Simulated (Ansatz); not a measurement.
Crystal: HgTe.

```
CELL_PARAMETERS angstrom
0.00000 3.18000 3.18000
3.18000 0.00000 3.18000
3.18000 3.18000 0.00000
ATOMIC_POSITIONS crystal
Hg 0.00000 0.00000 0.00000
Te 0.50000 0.50000 0.50000
```

Measurements of this composition are mostly on another form, of space group No. 216.

* Program: Ansatz 0.2.0
* Task: relaxation of cell and atoms
* Functional: RPBE
* Dispersion: D4
* Potentials or basis: Ansatz PAW
* Cutoff: 420 eV (not typed: the program's choice for these potentials)
* k mesh: 7 × 7 × 7
* Occupations: fermi-dirac, width 0.05 eV
* Spin: no spin polarisation

At the start: volume 32.16 Å³/atom.

Question: Where does the relaxation end?

Answer: It ends after 5 steps and the volume is 27.10 Å³/atom (-15.7 %); space group Fm-3m (No. 225, to 0.05 Å).

Step by step:
| step | energy change (eV) | largest force (eV/Å) | volume (Å³) |
| --- | --- | --- | --- |
| 1 | 0.0000 | 0.0000 | 64.31 |
| 2 | -0.2357 | 0.0000 | 55.36 |
| 3 | -0.2395 | 0.0000 | 53.59 |
| 4 | -0.2405 | 0.0000 | 54.19 |
| 5 | -0.2385 | 0.0000 | 54.19 |

Final structure:
```yaml
crystal:
  lattice:
    - [0.00000, 3.00353, 3.00353]
    - [3.00353, 0.00000, 3.00353]
    - [3.00353, 3.00353, 0.00000]
  atoms:
    - { symbol: Hg, position: [0.00000, 0.00000, 0.00000] }
    - { symbol: Te, position: [0.50000, 0.50000, 0.50000] }
```

Caveat: the volume moved by over 15 % at a fixed basis, so the end points are rough; the plane-wave basis is chosen anew once the cell has moved, so the energies of steps on either side of that aren't comparable; the volume moved by -16 % from the deposited cell, more than functionals usually miss; pairwise dispersion overbinds metals, which lowers pressure and volume; the PAW data sets come from PBE, with cores solved anew for the run's functional, which leaves a small shift of forces and pressure.
